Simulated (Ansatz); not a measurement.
# TiO: tests of the settings

This session on TiO sets out to sweep the k-point mesh shifted by half a step.

Computed with Ansatz 0.2.0 (DFT PBEsol, scalar-relativistic, plane waves, PAW, unless a step's input says otherwise).

1 further run of the same task is left out (set aside as unsound or not needed). Runs told in other sessions of the task aren't counted.

## Step 1: The structure to begin with

The structure is hexagonal, space group P-62m (No. 189). Conventional cell: a = 4.989 Å, b = 4.989 Å, c = 2.873 Å, α = 90.00°, β = 90.00°, γ = 120.00°. Ti (site symmetry -6) is surrounded by 6 O at 2.10 Å. Ti (site symmetry -62m) has 3 O at 1.97 Å in its first shell of neighbours. O (site symmetry m2m) has 5 Ti at 1.97 to 2.10 Å in its first shell of neighbours.

Coordinates:

```cif
data_structure
_symmetry_space_group_name_H-M 'P-62m'
_symmetry_Int_Tables_number 189
_cell_length_a 4.9891
_cell_length_b 4.9891
_cell_length_c 2.8733
_cell_angle_alpha 90.000
_cell_angle_beta 90.000
_cell_angle_gamma 120.000
_cell_volume 61.94
loop_
_atom_site_label
_atom_site_type_symbol
_atom_site_symmetry_multiplicity
_atom_site_Wyckoff_symbol
_atom_site_fract_x
_atom_site_fract_y
_atom_site_fract_z
_atom_site_occupancy
Ti1 Ti 2 d 0.66667 0.33333 0.50000 1
Ti2 Ti 1 a 0.00000 0.00000 0.00000 1
O1 O 3 f 0.60556 0.60556 0.00000 1
```

Source of the structure: the Materials Project (structure only). It is taken as it stands there.

## Step 2: The base run, which the others are set against

input.yaml

```yaml
crystal:
  lattice:
    - [4.989087772, 0.0, 0.0]
    - [-2.494543886, 4.3206767523, 0.0]
    - [0.0, 0.0, 2.87331344]
  atoms:
    - { symbol: Ti, position: [0.66666667, 0.33333333, 0.5] }
    - { symbol: Ti, position: [0.33333333, 0.66666667, 0.5] }
    - { symbol: Ti, position: [0.0, 0.0, 0.0] }
    - { symbol: O, position: [0.60555924, 0.60555924, 0.0] }
    - { symbol: O, position: [0.39444076, 0.0, 0.0] }
    - { symbol: O, position: [0.0, 0.39444076, 0.0] }
basis:
  ecutwfc: 420
kpoints:
  mp_grid: { grid: [12, 12, 12] }
hamiltonian:
  xc: pbesol
scf:
  occupations: { method: gaussian, width: 0.1 }
output:
  forces: true
  stress: true
  eigenvalues: true
  populations: true
```

Its results, from an earlier run: -1518.8002 eV/atom at zero smearing, pressure -5.76 GPa, largest force 0.030 eV/Å, no gap on the mesh, in 7 SCF cycles and 56 s.

## Step 3: K-point mesh shifted by half a step set to 6×6×6

input.yaml

```yaml
crystal:
  lattice:
    - [4.989087772, 0.0, 0.0]
    - [-2.494543886, 4.3206767523, 0.0]
    - [0.0, 0.0, 2.87331344]
  atoms:
    - { symbol: Ti, position: [0.6666666667, 0.3333333333, 0.5] }
    - { symbol: Ti, position: [0.3333333333, 0.6666666667, 0.5] }
    - { symbol: Ti, position: [0.0, 0.0, 0.0] }
    - { symbol: O, position: [0.60555924, 0.60555924, 0.0] }
    - { symbol: O, position: [0.39444076, 0.0, 0.0] }
    - { symbol: O, position: [0.0, 0.39444076, 0.0] }
basis:
  ecutwfc: 420
kpoints:
  mp_grid: { grid: [6, 6, 6], shift: [0.5, 0.5, 0.5] }
hamiltonian:
  xc: pbesol
scf:
  occupations: { method: gaussian, width: 0.1 }
output:
  forces: true
  stress: true
  eigenvalues: true
```

Command:

```bash
$ ansatz run input.yaml --threads 1 --pin off --max-ram 2560MiB --backend cpu --events-out ev --progress --plain --runs-dir out
```

## Step 4: K-point mesh shifted by half a step: 6×6×8

Edit input.yaml of step 3 so:

```diff
@@ -15,3 +15,3 @@
 kpoints:
-  mp_grid: { grid: [6, 6, 6], shift: [0.5, 0.5, 0.5] }
+  mp_grid: { grid: [6, 6, 8], shift: [0.5, 0.5, 0.5] }
 hamiltonian:
```

## Step 5: K-point mesh shifted by half a step set to 6×6×10

Edit input.yaml of step 4 so:

```diff
@@ -15,3 +15,3 @@
 kpoints:
-  mp_grid: { grid: [6, 6, 8], shift: [0.5, 0.5, 0.5] }
+  mp_grid: { grid: [6, 6, 10], shift: [0.5, 0.5, 0.5] }
 hamiltonian:
```

(Steps that only read results are left out.)

What results come out of these runs, taken together? Wanted: largest energy shift, k-point mesh shifted by half a step.

**Answer**, as computed:

```
                                                 quantity                     value
largest energy shift, k-point mesh shifted by half a step  -0.23 meV/atom at 6×6×10
```

What this shows: The densest shifted mesh lands 0.23 meV/atom from the base run. The shift lowers the symmetry that the mesh keeps. The final runs have no spin polarisation, so a magnetic state may lie lower.
